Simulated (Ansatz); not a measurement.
Write the native input for Ansatz 0.2.0 that does the following.

| Item | Value |
| --- | --- |
| Task | elastic constants |
| Functional | PBE |
| Potentials or basis | all-electron LAPW, scalar-relativistic |
| Cutoff | 341 eV (chosen from the basis error) |
| Basis error allowed | 0.001 eV/atom |
| k mesh | 6 × 6 × 6 |
| Occupations | fermi-dirac, width 0.05 eV |
| Spin | no spin polarisation |

GaAs:

```
As Ga
1.0
     0.00000    2.82685    2.82685
     2.82685    0.00000    2.82685
     2.82685    2.82685    0.00000
As Ga
1 1
Direct
  0.75000 0.75000 0.75000
  0.00000 0.00000 0.00000
```

These files were run (other wordings do the same):

input.yaml

```yaml
crystal:
  lattice:
    - [0.0, 2.82685, 2.82685]
    - [2.82685, 0.0, 2.82685]
    - [2.82685, 2.82685, 0.0]
  atoms:
    - { symbol: As, position: [0.75, 0.75, 0.75] }
    - { symbol: Ga, position: [0.0, 0.0, 0.0] }
kpoints:
  mp_grid: { grid: [6, 6, 6] }
scf:
  occupations: { method: fermi_dirac, width: 0.05 }
hamiltonian:
  xc: pbe
  pseudopotentials: { kind: all_electron, lapw: { basis_error: 0.001 } }
output:
  forces: true
  stress: true
elastic:
  mode: clamped_ion
  stencil: two_point
```

Potentials or basis: all-electron LAPW, scalar-relativistic.

Launch:

```console
$ ansatz run input.yaml --threads 1 --pin off --max-ram 3072MiB --backend cpu --events-out ev --progress --plain --runs-dir out
```

It gave:

```json
{
  "Pressure": "3.3 GPa",
  "Band gap on the k mesh": "0.52 eV, direct",
  "Clamped-ion elastic constants C11, C12, C44": "116, 56, 78 GPa",
  "Voigt bulk modulus": "76 GPa"
}
```

Caveat: the cell is more than 3 GPa from zero pressure, which shifts response properties.

Run time: 92 s on 1 thread of Intel(R) Xeon(R) Processor @ 2.70GHz (shared host), peak memory 0.39 GiB.
